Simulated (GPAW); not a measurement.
The system is ZrO2.

```
CELL_PARAMETERS angstrom
3.59610 0.00000 0.00000
0.00000 3.59610 0.00000
0.00000 0.00000 5.17700
ATOMIC_POSITIONS crystal
Zr 0.50000 0.50000 0.50000
Zr 0.00000 0.00000 0.00000
O 0.50000 0.00000 0.79700
O 0.50000 0.00000 0.29700
O 0.00000 0.50000 0.70300
O 0.00000 0.50000 0.20300
```

Base run:

| Item | Value |
| --- | --- |
| Program | GPAW 26.7.0 |
| Functional | PBE |
| Potentials or basis | GPAW PAW data sets (gpaw-data 1.2.1) |
| Cutoff | 800 eV |
| Basis | pw |
| k mesh | 7 × 7 × 5 |
| Occupations | fermi-dirac, width 0.05 eV |
| Spin | no spin polarisation |
| Hubbard terms | Zr d U = 2 eV |

Its results: band gap on the k mesh 4.61 eV, indirect (least direct gap 4.72 eV); pressure 7.5 GPa; largest force 0.189 eV/Å.

Question: After a change of settings the same cell gave: band gap on the k mesh 5.85 eV, indirect (least direct gap 5.96 eV); pressure 22.2 GPa; largest force 0.974 eV/Å. Which change was it?
A. hubbard terms from Zr d U = 2 eV to none
B. hubbard terms from Zr d U = 2 eV to Zr d U = 4 eV
C. hubbard terms from Zr d U = 2 eV to Zr d U = 8 eV

Answer: C.

Caveats: an odd mesh through Γ misses points on the zone boundary, where band edges often lie.
